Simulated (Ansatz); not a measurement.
**P under changes of volume**

One of the cells (20.458 Å³/atom); the others are scaled copies at fixed shape and fractional positions:

```
P
1.0
     1.64774   -5.46504    0.00000
     1.64774    5.46504    0.00000
     0.00000    0.00000    4.54364
P
4
Direct
  0.90414 0.09586 0.58882
  0.09586 0.90414 0.41118
  0.59586 0.40414 0.08882
  0.40414 0.59586 0.91118
```

```yaml
Program: Ansatz 0.2.0
Functional: BLYP
Dispersion: D3(BJ)
Potentials_or_basis: Ansatz PAW
Cutoff: "420 eV (not typed: the program's choice for these potentials)"
k_mesh: 8 × 8 × 6
Occupations: fermi-dirac, width 0.05 eV
Spin: no spin polarisation
```

```csv
volume (Å³/atom),energy over the lowest point (meV/atom),pressure (GPa),gap on the mesh (eV),largest force (eV/Å)
19.230,?,?,?,?
19.639,9.94,3.6,0.13,0.865
20.049,2.89,1.9,0.16,0.679
20.458,0.00,0.4,0.19,0.507
20.867,0.85,-1.0,0.23,0.348
21.276,5.05,-2.3,0.27,0.202
21.685,12.27,-3.4,0.31,0.080
```

What does the run at 19.230 Å³/atom give?

Energy over the lowest point 21.62 meV/atom; pressure 5.5 GPa; gap on the mesh 0.10 eV; largest force 1.066 eV/Å.

Worked out: A Birch-Murnaghan fit of order 3 (a polynomial in V^(-2/3)) to the other rows has its minimum at 20.56 Å³/atom with B0 = V·E''(V) = 71 GPa and B' = 4.3 at fixed shape and positions, which overstates the stiffness. It gives 21.60 meV/atom at 19.230 Å³/atom, against the run's 21.62, and -dE/dV = 5.5 GPa, against 5.5.

Energies are extrapolated to zero smearing.

Caveats: the PAW data sets come from PBE, with cores solved anew for the run's functional, which leaves a small shift of forces and pressure; forces of over 1 eV/Å show positions far from the minimum, so gaps and moduli don't describe the material at rest (some runs).

A mesh can miss the band edges.
